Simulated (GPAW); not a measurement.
Write an ASE script for GPAW 26.7.0 that does the following.

* Task: relaxation of cell and atoms
* Functional: PBE
* Potentials or basis: GPAW PAW data sets (gpaw-data 1.2.1)
* Cutoff: 800 eV
* Basis: pw
* k mesh: 9 × 9 × 9
* Occupations: fermi-dirac, width 0.05 eV
* Spin: no spin polarisation
* Target pressure: 20 GPa
* Maxiter: 150
* Optimizer: BFGS
* Fmax: 0.02 eV/Å
* Max steps: 60
* Target pressure: 20 GPa
* Convergence: density=1e-05 forces=0.0001

The system is BAs.

```xyz
2
Lattice="2.9344 0.0000 0.0000 0.0000 2.9344 0.0000 0.0000 0.0000 2.9344" Properties=species:S:1:pos:R:3 pbc="T T T"
B     1.4672    1.4672    1.4672
As    0.0000    0.0000    0.0000
```

The cell was built by a generator and needn't be a form met in nature.

One way to write it, as run:

run.py

```python
from ase import Atoms
from ase.filters import FrechetCellFilter
from ase.io import write
from ase.optimize import BFGS
from ase.units import GPa
from gpaw import GPAW, PW

atoms = Atoms(['B', 'As'],
              cell=[[2.93437, 0.0, 0.0],
                    [0.0, 2.93437, 0.0],
                    [0.0, 0.0, 2.93437]],
              scaled_positions=[[0.5, 0.5, 0.5],
                                [0.0, 0.0, 0.0]],
              pbc=True)

calc = GPAW(mode=PW(800),
            xc='PBE',
            kpts={'size': (9, 9, 9), 'gamma': True},
            occupations={'name': 'fermi-dirac', 'width': 0.05},
            nbands=11,
            convergence={'density': 1e-05, 'forces': 0.0001},
            maxiter=150,
            txt='gpaw.txt')
atoms.calc = calc
opt = BFGS(FrechetCellFilter(atoms, scalar_pressure=20 * GPa), trajectory='relax.traj', logfile='-')
done = opt.run(fmax=0.02, steps=60)
calc.write('gs.gpw')
write('result.traj', atoms)
print('Converged:', done)
print('Cell:', atoms.cell.cellpar().round(4))
print('Volume:', round(atoms.get_volume(), 4))
print(atoms.get_scaled_positions().round(5))
```

Potentials or basis: GPAW PAW data sets (gpaw-data 1.2.1), pw.

Command:

```bash
$ OMP_NUM_THREADS=1 python run.py
```

Results of the run:

The relaxed volume is 11.00 Å³/atom. The relaxed cell is a = 2.802 Å, b = 2.802 Å, c = 2.802 Å, α = 90.00°, β = 90.00°, γ = 90.00°. The space group after relaxing (to 0.05 Å) is Pm-3m (No. 221), the energy change on relaxing (the enthalpy is what falls) is +92.6 meV/atom and the ionic steps are 5. The pressure after relaxing is 20.0 GPa. The band gap on the k mesh is none (metal or under the smearing width).

Caveat: later steps reuse the first step's grids.

Wall time 30 s on 1 thread of Arm Neoverse V1 (shared host), peak memory 0.21 GiB.
